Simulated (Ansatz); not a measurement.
## A sublattice moved along a line in MgO

Method: DFT PBE, scalar-relativistic, plane waves, PAW (Ansatz 0.2.0). The runs took a 420 eV cutoff, a Γ-centred 10×10×10 mesh and Gaussian smearing (0.05 eV). No spin polarisation. Energies are free energies at this smearing, counted from the undisturbed cell; pressure is positive in compression.

Zero of the scan (as given, not relaxed at this level; it stands at -1.7 GPa):

```
Mg O
1.0
     0.00000    2.13515    2.13515
     2.13515    0.00000    2.13515
     2.13515    2.13515    0.00000
Mg O
1 1
Direct
  0.00000 0.00000 0.00000
  0.50000 0.50000 0.50000
```

Every O atom is moved by x along the Cartesian unit vector (0.707, 0.707, 0.000); the cell and all other atoms stay fixed.

```tsv
x (Å)	ΔE (meV/cell)	force along x on the moved atoms (eV/Å)	pressure (GPa)
-0.1000	22.4	0.45	-0.9
-0.0500	5.6	0.22	-1.5
0.0000	0.0	0.00	-1.7
0.0125	0.3	-0.06	-1.7
0.0250	1.4	-0.11	-1.6
0.0375	3.1	-0.17	-1.6
0.0625	8.7	-0.28	-1.4
0.0750	12.6	-0.34	-1.2
0.0875	17.1	-0.39	-1.1
```

By symmetry 0.1000 repeats -0.1000, -0.0750 repeats 0.0750, 0.0500 repeats -0.0500, -0.0250 repeats 0.0250 in energy, with the opposite slope along the path.